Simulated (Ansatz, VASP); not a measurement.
# CdS in VASP and in Ansatz

POSCAR

```
CdS
1.0
    0.0000000000      2.6813668913      2.6813668913
    2.6813668913      0.0000000000      2.6813668913
    2.6813668913      2.6813668913      0.0000000000
Cd S
1 1
Direct
   -0.0042461853      0.0042461853      0.0042461853
    0.5148886675      0.4851113325      0.4851113325
```

File INCAR.step1:

```
SYSTEM = CdS
PREC = Accurate
ENCUT = 520
ISMEAR = 0
SIGMA = 0.05
LREAL = .FALSE.
LASPH = .TRUE.
NELM = 100
NBANDS = 16
GGA = PE
ALGO = Normal
EDIFF = 1E-4
LWAVE = .TRUE.
LCHARG = .FALSE.
```

The input INCAR.step2:

```
SYSTEM = CdS
PREC = Accurate
ENCUT = 520
EDIFF = 1E-6
ISMEAR = 0
SIGMA = 0.05
LREAL = .FALSE.
LASPH = .TRUE.
NELM = 100
ALGO = Normal
ISIF = 2
LWAVE = .FALSE.
LCHARG = .FALSE.
METAGGA = R2SCAN
LMIXTAU = .TRUE.
NBANDS = 16
ISTART = 1
```

Contents of KPOINTS:

```
regular mesh
0
G
  8 8 8
  0 0 0
```

Input for Ansatz:

```yaml
crystal:
  lattice:
    - [0.0, 2.6813668913, 2.6813668913]
    - [2.6813668913, 0.0, 2.6813668913]
    - [2.6813668913, 2.6813668913, 0.0]
  atoms:
    - { symbol: Cd, position: [-0.0042461853, 0.0042461853, 0.0042461853] }
    - { symbol: S, position: [0.5148886675, 0.4851113325, 0.4851113325] }
basis:
  ecutwfc: 500
kpoints:
  mp_grid: { grid: [8, 8, 8] }
hamiltonian:
  xc: r2scan
scf:
  occupations: { method: gaussian, width: 0.05 }
output:
  forces: true
  stress: true
  eigenvalues: true
```

Change from the starting cell: mode 4 frozen in at -0.081 Å, equal normal strain along x, y and z -0.0167.

Alike in both runs: task single point; functional r2SCAN; k mesh 8 × 8 × 8; occupations gaussian, width 0.05 eV; no spin polarisation.

|  | VASP | Ansatz |
| --- | --- | --- |
| version | VASP 6.6.1 | Ansatz 0.2.0 |
| potentials or method | VASP PAW PBE potentials, release 64 (Cd, S) | scalar-relativistic, plane waves, PAW |
| plane-wave cutoff (eV) | 520 | 500 |
| valence electrons in the cell | 18 | 26 |

|  | VASP | Ansatz | Ansatz less VASP |
| --- | --- | --- | --- |
| gap on the k mesh at the Fermi level (eV) | 0.75 | 0.77 | +0.019 |
| least direct gap on the mesh (eV) | 2.71 | 2.75 | +0.039 |
| pressure (GPa) | 5.6 | 5.0 | -0.61 |
| largest component of the traceless stress (GPa) | 0.95 | 0.92 | -0.022 |
| rms of the force components (eV/Å) | 0.175 | 0.168 | -0.0065 |

Atom by atom the forces differ by 0.007 eV/Å (rms over components). The functional is the same, so the differences come from potentials, cutoffs and numerics. The two sets of potentials don't hold the same shells in valence.

Caveats: the PAW data sets were made with another functional, which shifts forces and pressure a little (VASP). A k mesh can miss the band edges.
